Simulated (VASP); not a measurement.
# MgI2 (P-3m1) in VASP: notebook

The runs below take MgI2 through single point, with PBEsol.

Program: VASP 6.6.1. These are calculated values, not measurements. Logs are shortened: lines on timing, memory, paths and dates and some standing lists are left out, and cuts for length are marked.

## (1) The structure

It takes space group P-3m1 (No. 164, trigonal). The conventional cell has a = 4.140 Å, b = 4.140 Å, c = 6.880 Å, α = 90.00°, β = 90.00°, γ = 120.00°. Around I (site symmetry 3m) lie 3 Mg at 2.94 Å. Mg (site symmetry -3m) has 6 I at 2.94 Å as nearest neighbours.

## (2) Single point, PBEsol

File INCAR:

```
SYSTEM = MgI2
PREC = Accurate
ENCUT = 450
EDIFF = 1E-6
ISMEAR = 0
SIGMA = 0.5
LREAL = .FALSE.
LASPH = .TRUE.
NELM = 100
ALGO = Normal
ISIF = 2
LWAVE = .FALSE.
LCHARG = .FALSE.
GGA = PS
NBANDS = 15
ADDGRID = .FALSE.
```

File KPOINTS:

```
regular mesh
0
G
  7 7 4
  0 0 0
```

File POSCAR:

```
MgI2
1.0
    4.1400000000      0.0000000000      0.0000000000
   -2.0700000000      3.5853451717      0.0000000000
    0.0000000000      0.0000000000      6.8800000000
I Mg
2 1
Direct
    0.6666666667      0.3333333333      0.7500000000
    0.3333333333      0.6666666667      0.2500000000
    0.0000000000      0.0000000000      0.0000000000
```

Potentials or basis: VASP PAW PBE potentials, release 64 (I, Mg).

Started as:

```
$ cat potpaw_PBE.64/I/POTCAR potpaw_PBE.64/Mg/POTCAR > POTCAR
$ mpirun -np 1 vasp_std > vasp.out
```

OUTCAR:

```text
SYSTEM = MgI2
   PREC = Accurate
   ENCUT = 450
   EDIFF = 1E-6
   ISMEAR = 0
   LREAL = .FALSE.
   LASPH = .TRUE.
   NELM = 100
   ISIF = 2
   GGA = PS

 Found     28 irreducible k-points:

 Following reciprocal coordinates:
            Coordinates               Weight
  0.000000  0.000000  0.000000      1.000000
  0.142857 -0.000000  0.000000      6.000000
  0.285714 -0.000000  0.000000      6.000000
  0.428571  0.000000  0.000000      6.000000
  0.142857  0.142857  0.000000      6.000000
  0.285714  0.142857  0.000000     12.000000
   k-points           NKPTS =     28   k-points in BZ     NKDIM =     28   number of bands    NBANDS=     15
   number of dos      NEDOS =    301   number of ions     NIONS =      3
   total plane-waves  NPLWV =  43200
   dimension x,y,z NGX =    30 NGY =   30 NGZ =   48
   dimension x,y,z NGXF=    60 NGYF=   60 NGZF=   96
   ions per type =               2   1
   NGX,Y,Z   is equivalent  to a cutoff of  12.05, 12.05, 11.60 a.u.
   NGXF,Y,Z  is equivalent  to a cutoff of  24.09, 24.09, 23.20 a.u.
 SYSTEM =  MgI2
   PREC   = accura    normal or accurate (medium, high low for compatibility)
   ISTART =      0    job   : 0-new  1-cont  2-samecut
   ICHARG =      2    charge: 1-file 2-atom 10-const
   ISPIN  =      1    spin polarized calculation?
   LNONCOLLINEAR =      F non collinear calculations
   LSORBIT =      F    spin-orbit coupling
   LASPH  =      T    aspherical Exc in radial PAW
   ENCUT  =  450.0 eV  33.07 Ry    5.75 a.u.   7.16  7.16 11.90*2*pi/ulx,y,z
   NELM   =    100;   NELMIN=  2; NELMDL= -5     # of ELM steps
   EDIFF  = 0.1E-05   stopping-criterion for ELM
   LREAL  =      F    real-space projection
   EDIFFG = 0.1E-04   stopping-criterion for IOM
   NSW    =      0    number of steps for IOM
   IBRION =     -1    ionic relax: 0-MD 1-quasi-New 2-CG
   NFREE  =      0    steps in history (QN), initial steepest desc. (CG)
   ISIF   =      2    stress and relaxation
   ISYM   =      2    0-nonsym 1-usesym 2-fastsym
   POTIM  = 0.5000    time-step for ionic-motion
   TEBEG  =    0.0;   TEEND  =   0.0 temperature during run
   PSTRESS=    0.0 pullay stress
   NELECT =      16.0000    total number of electrons
   NUPDOWN=      -1.0000    fix difference up-down
   EMIN   =  10.00;   EMAX   =-10.00  energy-range for DOS
   EFERMI =   0.00;   METHOD = LEGACY
   ISMEAR =     0;   SIGMA  =   0.50  broadening in eV -4-tet -1-fermi 0-gaus
   EFERMI_NEDOS =   21; number of points for ismear=-14 and -15
   IALGO  =     38    algorithm
   IMIX   =      4    mixing-type and parameters
     AMIX     =   0.40;   BMIX     =  1.00
     AMIX_MAG =   1.60;   BMIX_MAG =  1.00
  volume/ion in A,a.u.               =      34.04       229.72
  Fermi-wavevector in a.u.,A,eV,Ry     =   0.882555  1.667786 10.597613  0.778903
  Thomas-Fermi vector in A             =   2.003202
   LORBIT       =      0    0 simple, 1 ext, 2 COOP (PROOUT), +10 PAW based schemes
   GGA     = PS    functional components
   LHFCALC =     F    Hartree Fock is set to
   AEXX    =    0.0000 exact exchange contribution
   IVDW    =     0    specifies the selected vdW correction
   LEPSILON=     F    determine dielectric tensor
   LRPA    =     F    only Hartree local field effects (RPA)
 non-spin polarized calculation
 Gauss-broadening in eV      SIGMA  =   0.50
  energy-cutoff  :      450.00
  volume of cell :      102.12
 maximum number of plane-waves:      2237
 NGX is ok and might be reduce to    30
   NGX = 15   NGY = 15   NGZ = 23

 number of electron      16.0000004 magnetization

 Free energy of the ion-electron system (eV)
  ---------------------------------------------------
  ext. energy  EPLUGINS =         0.00000000
  ---------------------------------------------------
  free energy    TOTEN  =        -8.40363056 eV

  energy without entropy =       -8.40363031  energy(sigma->0) =       -8.40363044

 E-fermi :   3.9870     XC(G=0):  -8.4220

 val. band max:        2.2608774738   @ k =   0.0000   0.0000   0.0000
 cond. band min:       5.6882720798   @ k =   0.0000   0.4286   0.2500
 fundamental gap:      3.4273946060
 Fermi energy:         3.9869563600

 k-point     1 :       0.0000    0.0000    0.0000
  band No.  band energies     occupation
      1      -9.8105      2.00000
      2      -9.1293      2.00000
      3      -1.3687      2.00000
      4       1.8912      2.00000
      5       1.8912      2.00000
      6       2.2398      2.00000
      7       2.2609      2.00000
      8       2.2609      2.00000
      9       5.7707      0.00000
     10       6.9850      0.00000
     11       9.0046      0.00000
     12       9.0046      0.00000
     13       9.5976      0.00000
     14      10.4397      0.00000
     15      10.4397      0.00000

 k-point     2 :       0.1429   -0.0000    0.0000
  band No.  band energies     occupation
      1      -9.7049      2.00000
      2      -9.0723      2.00000
      3      -1.2121      2.00000
      4       1.0967      2.00000
      5       1.5414      2.00000
      6       1.6482      2.00000
      7       2.1680      2.00000
      8       2.2170      2.00000
      9       6.5303      0.00000
     10       7.6116      0.00000
     11       8.3316      0.00000
     12       9.2637      0.00000
     13       9.5296      0.00000
     14      10.1795      0.00000
     15      10.7352      0.00000
[... 41 lines left out ...]
      3      -0.9454      2.00000
      4       0.4305      2.00000
      5       0.4351      2.00000
      6       1.4827      2.00000
      7       1.8006      2.00000
      8       2.0274      2.00000
      9       6.9961      0.00000
     10       7.9624      0.00000
     11       8.5393      0.00000
     12       9.0974      0.00000
     13       9.2459      0.00000
     14       9.3035      0.00000
     15      11.3800      0.00000

 k-point     6 :       0.2857    0.1429    0.0000
  band No.  band energies     occupation
      1      -9.2311      2.00000
      2      -8.8918      2.00000
      3      -0.9097      2.00000
      4      -0.2787      2.00000
      5       0.1168      2.00000
      6       0.8508      2.00000
      7       1.4311      2.00000
      8       1.6588      2.00000
      9       6.4286      0.00000
     10       8.1944      0.00000
     11       8.2781      0.00000
     12       9.0270      0.00000
     13       9.6881      0.00000
     14      10.2469      0.00000
     15      11.3738      0.00000

 [... further k-points ...]

------------------------ aborting loop because EDIFF is reached ----------------------------------------

  FORCE on cell =-STRESS in cart. coord.  units (eV):
  Direction    XX          YY          ZZ          XY          YZ          ZX
  --------------------------------------------------------------------------------------
  -------------------------------------------------------------------------------------
  Total       -0.4440279     -0.4440279     -0.7292580     -0.0000000      0.0000000     -0.0000000
  in kB       -6.9662829     -6.9662829    -11.4412121     -0.0000000      0.0000000     -0.0000000
  external PRESSURE =      -8.4579259 kB  Pullay stress =       0.0000000 kB

 VOLUME and BASIS-vectors are now :
 -----------------------------------------------------------------------------
  energy-cutoff  :      450.00
  volume of cell :      102.12
      direct lattice vectors                 reciprocal lattice vectors
     4.140000000  0.000000000  0.000000000     0.241545894  0.139456587  0.000000000
    -2.070000000  3.585345172  0.000000000     0.000000000  0.278913174  0.000000000
     0.000000000  0.000000000  6.880000000     0.000000000  0.000000000  0.145348837

 POSITION                                       TOTAL-FORCE (eV/Angst)
 -----------------------------------------------------------------------------------
      2.07000      1.19512      5.16000        -0.000000      0.000000      0.299474
     -0.00000      2.39023      1.72000         0.000000      0.000000     -0.299474
      0.00000      0.00000      0.00000         0.000000      0.000000      0.000000
 -----------------------------------------------------------------------------------
    total drift:                               -0.000000      0.000000     -0.000000

  FREE ENERGIE OF THE ION-ELECTRON SYSTEM (eV)
  ---------------------------------------------------
  free  energy   TOTEN  =        -8.4036305634 eV

  energy  without entropy=       -8.4036303138  energy(sigma->0) =       -8.40363044
```

OSZICAR:

```text
N       E                     dE             d eps       ncg     rms          rms(c)
DAV:   1     0.695984294159E+02    0.69598E+02   -0.52950E+03   840   0.744E+02
DAV:   2    -0.298276349415E+01   -0.72581E+02   -0.64999E+02  1202   0.126E+02
DAV:   3    -0.846883289816E+01   -0.54861E+01   -0.54603E+01  1127   0.396E+01
DAV:   4    -0.857106892371E+01   -0.10224E+00   -0.10223E+00  1202   0.651E+00
DAV:   5    -0.857204328953E+01   -0.97437E-03   -0.97436E-03  1120   0.567E-01    0.400E+00
DAV:   6    -0.843756554483E+01    0.13448E+00   -0.10302E-01   945   0.164E+00    0.266E+00
DAV:   7    -0.840601582327E+01    0.31550E-01   -0.10045E-01  1015   0.155E+00    0.659E-01
DAV:   8    -0.840369046278E+01    0.23254E-02   -0.72290E-03   959   0.482E-01    0.282E-01
DAV:   9    -0.840364584606E+01    0.44617E-04   -0.99638E-04  1113   0.182E-01    0.115E-01
DAV:  10    -0.840362983207E+01    0.16014E-04   -0.43295E-05  1029   0.434E-02    0.417E-02
DAV:  11    -0.840363056339E+01   -0.73132E-06   -0.49964E-06  1106   0.126E-02
   1 F= -.84036306E+01 E0= -.84036304E+01  d E =-.249575E-06
```

stdout:

```text
POSCAR found type information on POSCAR I Mg
 POSCAR found :  2 types and       3 ions
 scaLAPACK will be used
 -----------------------------------------------------------------------------
|                                                                             |
|                                                                             |
|     You enforced a specific xc type in the INCAR file but a different       |
|     I HOPE YOU KNOW WHAT YOU ARE DOING!                                     |
|                                                                             |
 -----------------------------------------------------------------------------

 LDA part: xc-table for (Slater+PW92), standard interpolation
 POSCAR, INCAR and KPOINTS ok, starting setup
 FFT: planning ... GRIDC
 FFT: planning ... GRID_SOFT
 FFT: planning ... GRID
 WAVECAR not read
 entering main loop
```

Run time: 18 s. Hardware: 1 thread of Intel Xeon Platinum 8488C (Sapphire Rapids), shared host; peak memory 0.2 GiB.

These settings aren't checked as converged: the numbers below hold their error.

Results:

```
Free energy            : -8.4036 eV
Pressure               : -0.8 GPa
Largest force          : 0.299 eV/Å
Band gap on the k mesh : 3.43 eV, indirect (least direct gap 3.51 eV)
```

Caveat: the PAW data sets were made with another functional, which shifts forces and pressure a little; spin-orbit coupling is left out, which moves the levels of the heavy elements; an odd mesh through Γ misses points on the zone boundary, where band edges often lie; the cell's inner coordinates are idealised or old, which leaves forces on the atoms; this functional lacks dispersion, which binds the layers, so the pressure and a relaxed spacing across them are unreliable.

## (3) Single point, PBEsol

Edit INCAR of step 2 so:

```diff
@@ -5,3 +5,3 @@
 ISMEAR = 0
-SIGMA = 0.5
+SIGMA = 0.2
 LREAL = .FALSE.
```

KPOINTS is that of step 2.

POSCAR is that of step 2.

Potentials or basis: VASP PAW PBE potentials, release 64 (I, Mg).

Started as:

```
$ cat potpaw_PBE.64/I/POTCAR potpaw_PBE.64/Mg/POTCAR > POTCAR
$ mpirun -np 1 vasp_std > vasp.out
```

OUTCAR:

```text
SYSTEM = MgI2
   PREC = Accurate
   ENCUT = 450
   EDIFF = 1E-6
   ISMEAR = 0
   LREAL = .FALSE.
   LASPH = .TRUE.
   NELM = 100
   ISIF = 2
   GGA = PS

 Found     28 irreducible k-points:

 Following reciprocal coordinates:
            Coordinates               Weight
  0.000000  0.000000  0.000000      1.000000
  0.142857 -0.000000  0.000000      6.000000
  0.285714 -0.000000  0.000000      6.000000
  0.428571  0.000000  0.000000      6.000000
  0.142857  0.142857  0.000000      6.000000
  0.285714  0.142857  0.000000     12.000000
[... 187 lines left out ...]
  FORCE on cell =-STRESS in cart. coord.  units (eV):
  Direction    XX          YY          ZZ          XY          YZ          ZX
  --------------------------------------------------------------------------------------
  -------------------------------------------------------------------------------------
  Total       -0.4440281     -0.4440281     -0.7292582     -0.0000000      0.0000000     -0.0000000
  in kB       -6.9662854     -6.9662854    -11.4412154     -0.0000000      0.0000000     -0.0000000
  external PRESSURE =      -8.4579287 kB  Pullay stress =       0.0000000 kB

 VOLUME and BASIS-vectors are now :
 -----------------------------------------------------------------------------
  energy-cutoff  :      450.00
  volume of cell :      102.12
      direct lattice vectors                 reciprocal lattice vectors
     4.140000000  0.000000000  0.000000000     0.241545894  0.139456587  0.000000000
    -2.070000000  3.585345172  0.000000000     0.000000000  0.278913174  0.000000000
     0.000000000  0.000000000  6.880000000     0.000000000  0.000000000  0.145348837

 POSITION                                       TOTAL-FORCE (eV/Angst)
 -----------------------------------------------------------------------------------
      2.07000      1.19512      5.16000         0.000000      0.000000      0.299474
     -0.00000      2.39023      1.72000        -0.000000      0.000000     -0.299474
      0.00000      0.00000      0.00000        -0.000000      0.000000      0.000000
 -----------------------------------------------------------------------------------
    total drift:                               -0.000000      0.000000     -0.000000

  FREE ENERGIE OF THE ION-ELECTRON SYSTEM (eV)
  ---------------------------------------------------
  free  energy   TOTEN  =        -8.4036305542 eV

  energy  without entropy=       -8.4036305542  energy(sigma->0) =       -8.40363055
```

stdout:

```text
POSCAR found type information on POSCAR I Mg
 POSCAR found :  2 types and       3 ions
 scaLAPACK will be used
 -----------------------------------------------------------------------------
|                                                                             |
|                                                                             |
|     You enforced a specific xc type in the INCAR file but a different       |
|     I HOPE YOU KNOW WHAT YOU ARE DOING!                                     |
|                                                                             |
 -----------------------------------------------------------------------------

 LDA part: xc-table for (Slater+PW92), standard interpolation
 POSCAR, INCAR and KPOINTS ok, starting setup
 FFT: planning ... GRIDC
 FFT: planning ... GRID_SOFT
 FFT: planning ... GRID
 WAVECAR not read
 entering main loop
```

Run time: 19 s. Hardware: 1 thread of Intel Xeon Platinum 8488C (Sapphire Rapids), shared host; peak memory 0.2 GiB.

The run converged, but some of its settings lie outside the range that counts as converged, so its numbers aren't taken as properties of the crystal.

Results:

```
Free energy            : -8.4036 eV
Pressure               : -0.8 GPa
Largest force          : 0.299 eV/Å
Band gap on the k mesh : 3.43 eV, indirect (least direct gap 3.51 eV)
```

Caveat: the PAW data sets were made with another functional, which shifts forces and pressure a little; spin-orbit coupling is left out, which moves the levels of the heavy elements; an odd mesh through Γ misses points on the zone boundary, where band edges often lie; the cell's inner coordinates are idealised or old, which leaves forces on the atoms; this functional lacks dispersion, which binds the layers, so the pressure and a relaxed spacing across them are unreliable.

## (4) The reference run

An earlier run on the cell as given: functional PBEsol; potentials or basis VASP PAW PBE potentials, release 64 (I, Mg); cutoff 520 eV; k mesh 8 × 8 × 4; occupations fermi-dirac, width 0.05 eV; no spin polarisation.

* Pressure: -0.8 GPa
* Largest force: 0.300 eV/Å
* Band gap on the k mesh: 3.42 eV, indirect (least direct gap 3.51 eV)
